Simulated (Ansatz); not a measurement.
## TaN: energy along a strain

TaN, Fm-3m, a = 4.358 Å (as given, not relaxed at this level: 14.5 GPa). This isn't the usual stable structure of the compound. Ansatz: PBE, PAW, 420 eV, Γ-centred 18×18×18 mesh on 2 atoms, Gaussian smearing 0.02 eV; no spin polarisation. Cell vectors (Å): 0.000 2.179 2.179; 2.179 0.000 2.179; 2.179 2.179 0.000. The cell is strained by x per cent times the pattern (1 -1 0 0 0 0) in the order xx yy zz yz xz xy (engineering shears), with fractional coordinates held. y is the free energy over the start, V0 = 10.346 Å³/atom. Symmetry makes y even in x. Points with a strain past 8.5 % were computed too (2) and aren't used here.

| x (%) | y (meV/atom) |
| --- | --- |
| -5.00 | 110.75 |
| 0.00 | 0.00 |
| 1.25 | 6.96 |
| 2.50 | 28.25 |
| 3.75 | 63.18 |
| 6.25 | ? |
| 7.50 | 244.75 |

Problem. Fit y = c2 x² + c4 x⁴ to the other rows, get the stiffness along the pattern, and predict the missing energy.

Solution. Least squares on the rows shown. y = 4.5131 x² − 0.0028901 x⁴. The clamped-ion stiffness p·C·p = 2 × 45.13 eV × 160.2 / 10.346 Å³ = 1398 GPa (second derivative at the start, which stands under stress). At x = 6.25 the fit asked for gives 171.88 meV/atom. The run gave 170.22 meV/atom, so the fit is 1.66 meV/atom too high, 0.68 % of the span of the series, against an rms of 0.19 meV/atom on the fitted rows. With a term in x⁶ added, a fit to the same known rows predicts 171.18 meV/atom, which recovers part of the miss; the known rows don't hold the rest.

The smearing is narrow for a metal on this mesh. Spin–orbit coupling is left out, which can shift energies with elements as heavy as these.

Cost: 9 runs of about 4.8 core-minutes in all, on Intel Xeon Processor @ 2.50GHz (Skylake/Cascade Lake) (shared hosts).